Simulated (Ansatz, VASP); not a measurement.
One calculation of Hf, two programs

Contents of INCAR:

```
SYSTEM = Hf
ALGO     = Normal         ! electronic algorithm
EDIFF    = 1E-6           ! SCF threshold, eV
ENCUT    = 520            ! plane-wave cutoff, eV
GGA      = PE             ! functional
ISIF     = 2              ! what is computed and relaxed
ISMEAR   = -1             ! smearing method
LASPH    = .True.         ! aspherical terms in the spheres
LCHARG   = .True.         ! write CHGCAR
LELF     = .True.         ! ELF
LREAL    = .False.        ! projectors in reciprocal space
LVHAR    = .True.       
LWAVE    = .False.        ! write WAVECAR
NBANDS   = 17             ! bands
NELM     = 100            ! most SCF steps
PREC     = Accurate       ! precision mode
SIGMA    = 0.05           ! smearing width, eV
```

KPOINTS

```
k-points
0
Gamma
  13 13 7
  0 0 0
```

File POSCAR:

```
Hf
1.0
    3.1314414681      0.0000000000      0.0000000000
   -1.5657207340      2.7119078618      0.0000000000
    0.0000000000      0.0000000000      4.9545506207
Hf
2
Direct
    0.3333333333      0.6666666667      0.2500000000
    0.6666666667      0.3333333333      0.7500000000
```

Input for Ansatz:

```yaml
crystal:
  lattice:
    - [3.1314414681, 0.0, 0.0]
    - [-1.565720734, 2.7119078618, 0.0]
    - [0.0, 0.0, 4.9545506207]
  atoms:
    - { symbol: Hf, position: [0.3333333333, 0.6666666667, 0.25] }
    - { symbol: Hf, position: [0.6666666667, 0.3333333333, 0.75] }
kpoints:
  mp_grid: { grid: [13, 13, 7] }
  band_path:
    path:
      - [0.0, 0.0, 0.0]
      - [0.5, 0.0, 0.0]
      - [0.3333333333, 0.3333333333, 0.0]
      - [0.0, 0.0, 0.0]
      - [0.0, 0.0, 0.5]
      - [0.5, 0.0, 0.5]
      - [0.3333333333, 0.3333333333, 0.5]
      - [0.0, 0.0, 0.5]
      - [0.5, 0.0, 0.5]
    npoints: 5
scf:
  occupations: { method: fermi_dirac, width: 0.05 }
hamiltonian:
  xc: pbe
  pseudopotentials: { kind: all_electron, lapw: { basis_error: 0.0005 } }
output:
  forces: true
  stress: true
  eigenvalues: true
```

Change from the starting cell: volume scaled by 0.94.

Alike in both runs: task single point; functional PBE; k mesh 13 × 13 × 7; occupations fermi-dirac, width 0.05 eV; no spin polarisation.

```csv
,VASP,Ansatz
version,VASP 6.6.1,Ansatz 0.2.0
potentials or method,"VASP PAW PBE potentials, release 64 (Hf_pv)","all-electron LAPW, scalar-relativistic"
plane-wave cutoff (eV),520,see its input
```

Ansatz gave:

- pressure (GPa): 8.4
- largest component of the traceless stress (GPa): 0.28

Question: Which values does VASP return?

Answer: Pressure (GPa): 7.9; largest component of the traceless stress (GPa): 0.18.

Ansatz ran all-electron here, so the differences hold the error of VASP's frozen core and of both bases.

Spin-orbit coupling is left out, which matters for the levels of Hf.
